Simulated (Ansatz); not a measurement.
**One input, then a changed one: Au (bcc type)**

First run: DFT, PBE, norm-conserving pseudopotentials, Ansatz's default files, scalar-relativistic (Ansatz 0.2.0).

Command: `ansatz run input.yaml --threads 1 --pin off --max-ram 2048MiB --backend cpu --events-out ev --progress --plain --runs-dir out` It took 6.4 s on 1 thread of Arm Neoverse V1, on a shared host, peak memory 0.29 GiB.

```yaml
crystal:
  lattice:
    - [-1.5821240666, 1.5821240666, 1.5821240666]
    - [1.5821240666, -1.5821240666, 1.5821240666]
    - [1.5821240666, 1.5821240666, -1.5821240666]
  atoms:
    - { symbol: Au, position: [0.0, 0.0, 0.0] }
kpoints:
  mp_grid: { grid: [16, 16, 16] }
scf:
  occupations: { method: fermi_dirac, width: 0.08 }
hamiltonian:
  xc: pbe
  pseudopotentials: { kind: nc }
output:
  forces: true
  stress: true
  eigenvalues: true
```

The cell comes from a relaxation on PAW files under the same functional, begun from a prototype that needn't be the stable phase.

This run: volume at 0.88 of the series' base cell.

It converges in 7 SCF iterations at a pressure of 25.9 GPa, cutoff 1034 eV.

The input is then changed:

```diff
   occupations: { method: fermi_dirac, width: 0.08 }
+  mixing: { algorithm: broyden, beta: 0.9 }
 hamiltonian:
   eigenvalues: true
+basis:
+  ecutwfc: "51.4 Ry"
```

**Question.** Predict the outcome of the changed run.

**Answer.** It converges in 6 SCF iterations at a pressure of 26.2 GPa, cutoff 699 eV, free energy +0.39 eV/atom against the first run's. More than one line changes, and not each need have an effect.
